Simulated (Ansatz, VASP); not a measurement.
## ScAl3 in VASP and in Ansatz

```
CELL_PARAMETERS angstrom
4.03256 0.00000 0.00000
0.00000 4.03256 0.00000
0.00000 0.00000 4.03256
ATOMIC_POSITIONS crystal
Sc 0.00000 0.00000 0.00000
Al 0.50000 0.50000 0.00000
Al 0.00000 0.50000 0.50000
Al 0.50000 0.00000 0.50000
```

Change from the starting cell: volume scaled by 0.96.

Alike in both runs: task single point; functional PBEsol; k mesh 7 × 7 × 7; occupations fermi-dirac, width 0.05 eV; no spin polarisation.

```csv
,VASP,Ansatz
version,VASP 6.6.1,Ansatz 0.2.0
potentials or method,"VASP PAW PBE potentials, release 64 (Sc_sv, Al), cutoff 520 eV","all-electron LAPW, scalar-relativistic"
```

Ansatz gave:

- gap on the k mesh at the Fermi level (eV): none
- pressure (GPa): 2.7

**Question.** Which values does VASP return?

**Answer.** gap on the k mesh at the Fermi level (eV): none; pressure (GPa): 2.9.

A gap of «none» marks a metal or a gap that the smearing closes. Ansatz ran all-electron here, so the differences hold the error of VASP's frozen core and of both bases.

Caveats: the PAW data sets were made with another functional, which shifts forces and pressure a little (VASP).
